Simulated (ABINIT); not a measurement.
**CdO (Monteponite) in ABINIT: the effect of functional**

Crystal: CdO (Monteponite).

```
CELL_PARAMETERS angstrom
0.00000 2.34950 2.34950
2.34950 0.00000 2.34950
2.34950 2.34950 0.00000
ATOMIC_POSITIONS crystal
Cd 0.00000 0.00000 0.00000
O 0.50000 0.50000 0.50000
```

Alike in all runs:

```yaml
Program: ABINIT 10.8.3 (patched build)
Task: single point
Potentials_or_basis: JTH PAW PBE v2.0
Cutoff: 762 eV
k_mesh: 10 × 10 × 10
Occupations: fermi-dirac, width 0.05 eV
Spin: no spin polarisation
```

```csv
functional,pressure (GPa)
LDA,-6.6
PBEsol,-1.4
RPBE,?
BLYP,11.1
AM05,-0.8
revPBE,8.6
PW91,4.7
WC,-1.3
```

Question: What does the run with functional RPBE give?

Answer: Pressure 9.9 GPa.

Caveats: the PAW data sets were made with another functional, which shifts forces and pressure a little.

Runs at the PBE level aren't shown here.
